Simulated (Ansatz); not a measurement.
# Si(111) with Br on 25 % of the top atoms and H on the rest: bands and core levels, part 2 of 4

What would XPS and angle-resolved spectra of Si(111) with Br on 25 % of the top atoms and H on the rest look like?

Ansatz 0.2.0; DFT, PBE, plane-wave PAW, scalar-relativistic; PAW set soft_1.

So far, gap on the k-mesh (eV): step 2 (relaxation) 1.11.

### Step 3. Layer-resolved bands, DOS and potential

The main run: bands along the zone's path, each state's share in the top and middle regions, the DOS and the planar potential. The cell holds 4 small cells, so the bands are unfolded.

File input.yaml:

```yaml
crystal:
  lattice:
    - [7.6791796437, 0.0, 0.0]
    - [3.8395898218, 6.6503646517, 0.0]
    - [0.0, 0.0, 24.7737769138]
  atoms:
    - { symbol: Br, position: [0.0, 0.0, 0.717528971] }
    - { symbol: H, position: [0.5004599934, -0.0009199868, 0.6883948844] }
    - { symbol: H, position: [-0.0009199868, 0.5004599934, 0.6883948844] }
    - { symbol: H, position: [0.5004599934, 0.5004599934, 0.6883948844] }
    - { symbol: Si, position: [0.0, 0.0, 0.6257931318] }
    - { symbol: Si, position: [0.4997074308, 0.0005851383, 0.6278022319] }
    - { symbol: Si, position: [0.0005851383, 0.4997074308, 0.6278022319] }
    - { symbol: Si, position: [0.4997074308, 0.4997074308, 0.6278022319] }
    - { symbol: Si, position: [0.8323515742, 0.3352968515, 0.5960583207] }
    - { symbol: Si, position: [0.3333333333, 0.3333333333, 0.5962947177] }
    - { symbol: Si, position: [0.8323515742, 0.8323515742, 0.5960583207] }
    - { symbol: Si, position: [0.3352968515, 0.8323515742, 0.5960583207] }
    - { symbol: Si, position: [0.8333932092, 0.3332135817, 0.5006033258] }
    - { symbol: Si, position: [0.3333333333, 0.3333333333, 0.500913478] }
    - { symbol: Si, position: [0.8333932092, 0.8333932092, 0.5006033258] }
    - { symbol: Si, position: [0.3332135817, 0.8333932092, 0.5006033258] }
    - { symbol: Si, position: [0.1667771864, 0.1667771864, 0.4684389826] }
    - { symbol: Si, position: [0.6664456272, 0.1667771864, 0.4684389826] }
    - { symbol: Si, position: [0.1667771864, 0.6664456272, 0.4684389826] }
    - { symbol: Si, position: [0.6666666667, 0.6666666667, 0.4683563592] }
    - { symbol: Si, position: [0.1666666667, 0.1666666667, 0.373126513] }
    - { symbol: Si, position: [0.6666666667, 0.1666666667, 0.373126513] }
    - { symbol: Si, position: [0.1666666667, 0.6666666667, 0.373126513] }
    - { symbol: Si, position: [0.6666666667, 0.6666666667, 0.373126513] }
    - { symbol: Si, position: [0.0, 0.0, 0.341490118] }
    - { symbol: Si, position: [0.5, 0.0, 0.341490118] }
    - { symbol: Si, position: [0.0, 0.5, 0.341490118] }
    - { symbol: Si, position: [0.5, 0.5, 0.341490118] }
    - { symbol: H, position: [0.0, 0.0, 0.282556835] }
    - { symbol: H, position: [0.5, 0.0, 0.282556835] }
    - { symbol: H, position: [0.0, 0.5, 0.282556835] }
    - { symbol: H, position: [0.5, 0.5, 0.282556835] }
kpoints:
  mp_grid: { grid: [3, 3, 1] }
scf:
  occupations: { method: fermi_dirac, width: 0.02 }
  n_extra_bands: 36
hamiltonian:
  xc: pbe
  pseudopotentials: { kind: paw, azcp: { folder: soft_1 } }
output:
  forces: true
  write_potential: true
  volumetric_format: []
  dos:
    projected:
      site_lists:
        adsorbate: [0, 1, 2, 3]
        layer_1: [4, 5, 6, 7]
        layer_2: [8, 9, 10, 11]
        layer_3: [12, 13, 14, 15]
        middle: [16, 17, 18, 19]
        other_layers: [20, 21, 22, 23, 24, 25, 26, 27, 28, 29, 30, 31]
    de: 0.05
    e_range: [-30, 12]
    method: { smearing: { sigma: 0.12, scheme: gaussian } }
  eigenstates:
    kpoints:
      - [0.33333333, -0.33333333, 0.0]
      - [0.25, -0.375, 0.0]
      - [0.16666667, -0.41666667, 0.0]
      - [0.08333333, -0.45833333, 0.0]
      - [0.0, 0.5, 0.0]
      - [-0.08333333, 0.45833333, 0.0]
      # [... 29 more points ...]
      - [0.25, 0.5, 0.0]
      - [0.29166667, -0.41666667, 0.0]
    e_range: [-8.0, 6.0]
    unfold:
      supercell_matrix: [[2, 0, 0], [0, 2, 0], [0, 0, 1]]
      layers:
        axis: 3
        edges: [0.121096, 0.389656, 0.39456, 0.605526, 0.612046, 0.878987]
efield:
  axis: 3
  dipole_correction: true
```

Run with:

```console
ansatz run input.yaml --threads 4 --pin off --max-ram 11264MiB --backend cpu --events-out ev --progress --plain --runs-dir out
```

Numbers of over 12 decimals in the logs are rounded to 6 here.

The log of the run:

```text
[...]
Crystal: 32 atoms, lattice volume = 1265.181 Å³
Basis set: ecut = 420 eV, 24701 PW (Γ), exchange–correlation on 108×108×360 points (8 copies of the dense FFT grid, shifted against one another)
Bands: 91, of which v1, the nominal top of the filled ones, is band 55 counted from 1 (54 counted from 0)
Symmetry: 6 space group operations
[...]
k-points: 3 of 9 (time reversal used)
[...]
SCF iter   1: F=—  HF=-18158.369741 eV  |F-HF|=—  |Δ(HF+E_count)|=         —  Δρ=3.73e-2  dr2=1.57e1  ethr=3.10e-3  p=0.000 e·Å  D=2.00e-7 V/Å  ΔV_dip=-0.00 eV  dr2_dipole=4.14e-3  V_vac-E_F(+/−)=6.28/6.28 eV  ⟨swp⟩=8.7  Hψ=1669  notcnv=0  defer=39
[...]
SCF iter  10: F=-18153.941336 eV  HF=-18153.941336 eV  |F-HF|=1.88e-8  |Δ(HF+E_count)|=   6.32e-7  Δρ=1.44e-6  dr2=4.67e-8  ethr=9.09e-11  p=-0.134 e·Å  D=-1.92e-2 V/Å  ΔV_dip=0.48 eV  dr2_dipole=3.01e-10  V_vac-E_F(+/−)=4.60/4.12 eV  ⟨swp⟩=26.0  Hψ=3142  notcnv=0
SCF 1 converged in 10 iterations: F = -18153.941336 eV  dr2 = 4.67e-8
[...]
NSCF: frozen V_eff on 37 k-points
efield: sawtooth ramp at fractional position 0.9500 (kept from the solve that this one continues, or follows in the run), width 0.1000; the density the first Hamiltonian is built on has a dipole p = -0.134 e·Å; the dipole correction subtracts the counter field D = -1.92e-2 V/Å, which shifts the + side's vacuum level by +0.48 eV against the − side's; the planar-averaged density in the ramp window peaks in size at 1.2e-6 e/Å³
[...]
SCF converged after 10 iterations
Free energy (F): -18153.941336 eV
[...]
Internal energy: -18153.941336 eV  (E = F + TS)
E sigma→0 (E₀):  -18153.941336 eV
Fermi energy:    0.123416 eV
Dipole field:    D = -0.019218 V/Å  (p = -0.134369 e·Å, saw-weighted, corrected)
Work function:   Φ+ = 4.6004 eV   Φ− = 4.1243 eV
[...]
--- Forces (eV/Å), atoms counted from 1 ---
  atom   1  Br     0.00000000     0.00000000    -0.00145404
  atom   2  H     -0.00000000     0.00005015    -0.00140332
  atom   3  H      0.00004343    -0.00002508    -0.00140332
  atom   4  H     -0.00004343    -0.00002508    -0.00140332
  atom   5  Si    -0.00000000    -0.00000000    -0.00244544
  atom   6  Si    -0.00000000     0.00034810    -0.00000060
  atom   7  Si     0.00030146    -0.00017405    -0.00000060
  atom   8  Si    -0.00030146    -0.00017405    -0.00000060
  atom   9  Si    -0.00000000     0.00191631     0.00240812
  atom  10  Si     0.00000000     0.00000000     0.00023413
  atom  11  Si    -0.00165957    -0.00095815     0.00240812
  atom  12  Si     0.00165957    -0.00095815     0.00240812
  atom  13  Si    -0.00000000     0.00072223     0.00071542
  atom  14  Si    -0.00000000    -0.00000000     0.00086676
  atom  15  Si    -0.00062547    -0.00036112     0.00071542
  atom  16  Si     0.00062547    -0.00036112     0.00071542
  atom  17  Si     0.00123373     0.00071230    -0.00072165
  atom  18  Si    -0.00123373     0.00071230    -0.00072165
  atom  19  Si     0.00000000    -0.00142459    -0.00072165
  atom  20  Si     0.00000000     0.00000000    -0.00015693
  atom  21  Si     0.00254080     0.00146693    -0.07025925
  atom  22  Si    -0.00254080     0.00146693    -0.07025925
  atom  23  Si     0.00000000    -0.00293387    -0.07025925
  atom  24  Si    -0.00000000    -0.00000000    -0.08936994
  atom  25  Si     0.00000000    -0.00000000     0.85300990
  atom  26  Si     0.00000000    -0.00108004     0.84686639
  atom  27  Si    -0.00093534     0.00054002     0.84686639
  atom  28  Si     0.00093534     0.00054002     0.84686639
  atom  29  H     -0.00000000     0.00000000    -0.77289970
  atom  30  H     -0.00000000     0.00001749    -0.77351909
  atom  31  H      0.00001514    -0.00000874    -0.77351909
  atom  32  H     -0.00001514    -0.00000874    -0.77351909
  max |Σ_I F_I| component: 4.28e-5 eV/Å
--- Band table (eV) ---
  k-point 0: bands = [... 51 lower, -0.8723, -0.8723, -0.4326, -0.4326, 0.6762, 0.6973, 0.6973, 1.1035, ... 32 higher]
  k-point 1: bands = [... 51 lower, -1.6764, -1.4579, -1.3607, -0.8286, 0.8298, 1.4013, 1.4959, 1.6313, ... 32 higher]
  k-point 2: bands = [... 51 lower, -2.0381, -1.6745, -1.5820, -1.5725, 1.7130, 2.1102, 2.1387, 2.1571, ... 32 higher]
```

Wall time 2.3 min (4 threads of AMD EPYC 9B14 (Zen 4), shared host); peak memory 4.5 GiB; 9.2 min of CPU time.

In the SCF lines HF is the Harris–Foulkes energy and dr2 the Hartree energy of the density residual, in eV; the loop may stop once dr2 is under the threshold and the program's other checks hold. Hψ counts applications of the Hamiltonian.

Numbers from this step:

```yaml
zero_of_energy: valence-band maximum
share_of_occupied_states_in_no_projected_shell: 0.0115 of the occupied states in the window
upper_vacuum_level_less_the_lowest_empty_level_kohn_sham_affinity: 4.047 eV
```

A(k,E), total over k along the path and E. Zero: valence-band maximum.

Ten even steps from '0' (0.07 eV⁻¹) to '9' (6.79 eV⁻¹), each cell a mean:
```
333445455632112573332111001333
222357653365346754333333223422
001223556668997533222222343200
112111234555555432221111135321
433333333344344432233211231234
111000000002321122223444332111
000000000000000000122222210000
000000000000000000000111000000
000000000001221000000000000000
000000000135554210000000000000
000000113455555432221100000000
000112244553234544433222210000
222112433320001333333343333222
322345433200000132222333333223
223443232100000113222222244332
344333322111111122222222223443
443321210000000001122222223344
100001100000000000110000000001
000011111111111111111000000000
001111100000000000111100000000
222211111111111111111222333322
110111000000000000001111111111
```
Columns: k along the path (Å⁻¹) from 0 to 2.58; rows upwards: E (eV) from -7.14 to 4.90.

A(k,E), top over k along the path and E. Zero: valence-band maximum.

Ten even steps from '0' (0.02 eV⁻¹) to '9' (1.20 eV⁻¹), each cell a mean:
```
543456556864445885442221112455
333467654376567754333333334533
001223566778997533322223344200
112111234555555432221111134321
433333323344344433233211231234
111100000012321122233444421111
000000000000000000111122200000
000000000000000000000000000000
000000000001210000000000000000
000000000135653210000000000000
000000123455445432221100000000
111222345543234544444333321111
333333544421112333334444444333
444455544322222343444444444444
444454344222222234333443456444
556544533322332333433344445665
655443221111111112233333334556
110001100000000000110000000011
000011233333333333211000000000
001122110000000001122100000000
222211111111111111111222222222
111111000000000000001111111111
```
Columns: k along the path (Å⁻¹) from 0 to 2.58; rows upwards: E (eV) from -7.14 to 4.90.

A(k,E), middle over k along the path and E. Zero: valence-band maximum.

Ten even steps from '0' (0.04 eV⁻¹) to '9' (2.98 eV⁻¹), each cell a mean:
```
323544444521001462222111101333
122368763253225655334443323321
001234566778998643322222343200
122212235667666532221111136421
554444444455445432333211232245
111100000012331123223444442211
000000000000000001222233310000
000000000000000000001111000000
000000000001221000000000000000
000000000235554221000000000000
000000123456776422221100000000
000122245665346664433333311000
222212443420001333344444343322
333345433200000122223344433333
223443232000000012222222344322
223322322111111122211111123322
444321220000000001211111112344
110002100000000000120000000011
000121111111111111112000000000
001211000000000000011210000000
332111111111111111111233333333
211121000000000000012111111112
```
Columns: k along the path (Å⁻¹) from 0 to 2.58; rows upwards: E (eV) from -7.14 to 4.90.

A(k,E), bottom over k along the path and E. Zero: valence-band maximum.

Ten even steps from '_' (0.02 eV⁻¹) to '@' (2.32 eV⁻¹), each cell a mean:
```
----::--======++++**::......::==##====--::......____..------
::::::--==++++++----##++====**##++==::::::::::::::::--==::::
______..::::==++++++**%%@@@@##==::::::......::::::----..____
..............::========--====--::......________..::--::....
::::::::::::....::::------------::::::::::......::::....::::
______________________..::..____..::::::----====--::..______
____________________________________..............__________
____________________________________________________________
______________________..::..________________________________
__________________..--++**++--::..__________________________
______________..::--++++--==++==--::::....__________________
________......----==--::....--==--------::::::::..__________
......____..--::::--..________::::....::::--------::........
........--==--::::..____________::::............::::::......
::::::====::..--::______________..--::............::--::::::
==++++--::----......................::--::::::::::::::======
==------::....______________________....::::::::::--------==
______________________________________..____________________
________..__..........................__..__________________
______........______________________........________________
::::........................................::::::::::::::::
....__......____________________________..........______....
```
Columns: k along the path (Å⁻¹) from 0 to 2.58; rows upwards: E (eV) from -7.14 to 4.90.

Peaks of A(k,E) at the labelled points: for each region the eleven nearest the zero at most, each over 6 % of that point's highest, less those above the energy where the solved bands run out; weight and spread sum the levels within three half widths or 0.3 eV, so near peaks share levels. Peaks of the spectral function, the first 40 of 124 rows:

```
point  weight on  E (eV)  A (1/eV)  weight near the peak  rms spread of levels (eV)
    K      total   -6.58     4.276                 2.015                      0.017
    K      total   -4.38     2.817                 1.827                      0.157
    K      total   -3.94     4.021                 3.322                      0.221
    K      total   -3.06     2.713                 1.295                      0.135
    K      total    -2.2     3.168                 2.075                      0.162
    K      total    2.18     1.813                 2.734                      0.175
    K      total    2.58     4.918                 2.951                      0.182
    K      total    3.34     0.544                 0.111                      0.085
    K      total    4.58     4.023                 2.521                      0.118
    K        top   -6.58     0.615                 0.293                      0.033
    K        top   -5.46     0.113                 0.035                      0.005
    K        top   -4.06     1.052                 0.847                      0.235
    K        top    -3.7     0.909                 0.811                      0.205
    K        top   -3.02     0.701                 0.389                      0.147
    K        top    -2.2     0.654                 0.491                      0.217
    K        top   -1.64     0.353                 0.183                      0.141
    K        top    2.16     0.356                 0.474                      0.188
    K        top    2.58     0.818                 0.512                      0.196
    K        top    3.36     0.119                 0.029                      0.122
    K        top    4.58      1.01                 0.666                      0.123
    K     middle   -6.58     2.505                  1.18                      0.013
    K     middle   -4.38     1.698                 1.037                      0.148
    K     middle   -4.08     1.296                  1.46                      0.267
    K     middle   -3.72     0.983                 0.818                      0.188
    K     middle   -3.06     1.179                  0.55                      0.131
    K     middle    -2.2      1.87                 1.191                       0.14
    K     middle    2.18     1.152                 1.633                      0.182
    K     middle    2.58     2.827                 1.747                      0.189
    K     middle    4.58     1.476                 0.919                      0.114
    K     bottom   -6.56     1.023                 0.477                      0.003
    K     bottom   -4.36     0.584                 0.963                      0.177
    K     bottom   -3.92      1.99                 1.287                      0.172
    K     bottom   -3.08     0.792                 0.382                       0.18
    K     bottom   -2.22     0.575                 0.357                      0.144
    K     bottom    2.58     1.177                  0.64                      0.142
    K     bottom    3.34     0.139                 0.026                      0.075
    K     bottom     4.6     1.461                 0.886                      0.115
    Γ      total   -3.44     2.169                 1.088                      0.109
    Γ      total   -1.22     2.959                 2.983                      0.183
    Γ      total   -0.84     5.173                  4.96                        0.3
```

The DOS has structure finer than the step of the table below, so its rows give means over 1 eV, whole bins alone (the curve runs from -17.0 to 4.63 eV). Peaks (eV: height): total -6.6: 28.1, -1.7: 25.4, 3.5: 26.8, 4.3: 45.5; Si 3p -4.1: 17.1, -2.2: 17.1, -1.7: 21.8, 4.2: 22.9; Si 3s -10.6: 8.53, -9.5: 8.82, -9.0: 12.6, -6.6: 12.1; H 1s -6.5: 2.16, -5.4: 1.79, -3.6: 3.03, -2.8: 1.86; Br 4p -3.2: 2.04, -2.6: 3.55, -2.2: 2.65, -1.6: 1.86.

The DOS by E, zero at the valence-band maximum; means over each step; values in states/eV/cell:

```csv
E (eV),total,Si 3p,Si 3s,H 1s,Br 4p,Br 4s
-16,5.3e-5,0,0,0,0,4.5e-5
-15,2.00,0.166,0.106,6.2e-4,0.00857,1.71
-14,0,0,0,0,0,0
-13,0,0,0,0,0,0
-12,0.151,0.00738,0.138,0.00299,1.5e-4,3.6e-4
-11,3.83,0.670,3.01,0.100,0.00612,0.0117
-10,7.23,1.72,5.17,0.241,0.0180,0.0229
-9,8.57,2.23,5.88,0.337,0.0315,0.0236
-8,4.97,1.39,3.06,0.419,0.0460,0.0196
-7,8.60,3.62,4.12,0.653,0.0836,0.0200
-6,8.33,3.94,3.39,0.728,0.143,0.0219
-5,3.65,1.69,1.07,0.624,0.189,0.0203
-4,15.0,10.5,1.21,2.13,0.900,0.0214
-3,17.2,13.4,0.808,1.11,1.70,0.00240
-2,19.3,16.2,0.691,0.439,1.80,0.00130
-1,9.32,8.31,0.133,0.377,0.357,7.5e-4
0,1.86,1.80,2.2e-4,3.9e-5,0.0133,0
1,2.07,1.17,0.537,0.0370,0.0178,0.00278
2,11.2,6.05,2.84,0.342,0.186,0.0255
3,18.8,10.9,3.20,0.866,0.174,0.0300
4,26.5,14.7,2.94,1.04,0.0931,0.0145
```

Sums over each group's atoms; a table of it gives point samples, which can step over narrow peaks. DOS of the group against E, zero at the valence-band maximum; 7 of 14 lines; values in states/eV:

```
E (eV)  other layers: Si 3p  layer 2: Si 3p  layer 3: Si 3p  middle: Si 3p  layer 1: Si 3p  other layers: Si 3s  adsorbate: Br 4p
   -16                    0               0               0              0               0                    0                 0
   -15               1.9e-5          0.0390         0.00168         3.9e-4           0.297               8.2e-6            0.0175
   -14                    0               0               0              0               0                    0                 0
   -13                    0               0               0              0               0                    0                 0
   -12               7.6e-6               0               0              0          5.8e-6               9.0e-5                 0
   -11               0.0642          0.0290          0.0595         0.0619          0.0362                0.498           0.00287
   -10                0.420           0.227           0.169          0.172           0.194                 1.58            0.0159
    -9                 1.26           0.714           0.525          0.540           0.570                 3.65            0.0641
    -8                0.535           0.436           0.165          0.121          0.0351                 1.21            0.0555
    -7                0.133          0.0934          0.0641         0.0846          0.0374                0.202            0.0141
    -6                 1.10           0.414            1.08           1.04           0.766                 1.05             0.117
    -5                0.381          0.0985           0.571          0.568           0.298                0.156             0.122
    -4                 6.17            2.24            1.00          0.952            3.03                0.154              1.21
    -3                 4.50            2.09            2.23           2.22            1.82                0.173              1.56
    -2                 4.73            2.52            2.44           2.51            1.96                0.229              1.55
    -1                 3.53            2.05            1.46           1.48            1.61               0.0333             0.242
     0                0.353           0.118           0.231          0.227           0.204               2.5e-5           0.00557
     1                0.265           0.127           0.298          0.308           0.172                0.135           0.00835
     2                 2.72            1.37            1.47           1.59            1.54                 1.18             0.273
     3                 2.99            1.52            2.36           2.27            1.67                 1.13             0.169
     4                 2.85            1.58            1.43           1.58            1.46                0.766             0.106
```

This run's widths, added to any smearing of the DOS itself: Gaussian 0.35 eV, Lorentzian 0.1 eV plus 0.08 an eV of depth. The intensity by binding energy, zero at the valence-band maximum; values in % of the maximum within 13 eV:

```csv
binding energy (eV),21.2 eV,60 eV,150 eV,1486.7 eV,5414.7 eV
-1,1.21,2.10,1.95,1.82,1.63
0,3.51,11.3,10.9,5.70,3.48
1,25.4,59.4,55.8,30.2,17.6
2,74.9,96.0,95.8,82.8,59.1
3,79.4,93.4,87.0,78.4,58.1
4,65.7,87.0,72.8,61.3,48.9
5,21.3,34.6,29.3,34.7,35.3
6,20.2,52.7,46.3,59.9,65.5
7,14.6,45.8,40.4,56.0,63.1
8,11.7,41.6,36.3,56.3,65.3
9,11.8,56.7,51.2,83.6,98.3
10,8.22,44.4,40.5,68.1,80.8
11,3.83,23.9,22.2,38.9,46.9
12,-,8.28,7.81,13.9,17.8
13,-,4.72,4.63,8.50,12.9
14,-,6.84,7.20,14.3,25.7
15,-,18.4,20.0,41.5,78.8
16,-,7.54,8.15,16.7,31.3
```

(Continued in part 3 of 4.)

[Logs are printed without paths, hosts, clocks, repeated set-up lines and the standing remarks that a program may print on its own settings, such as how far it seeks lower states.]

[Hosts, paths, dates, database ids (printed as entryN), source tags and the programs' standing remarks are cut or masked in the printed files.]

[Maps of the electrostatic potential energy from Ansatz leave out the sawtooth potential of an applied field or a dipole correction, so their vacuum need not be flat; work functions include it.]
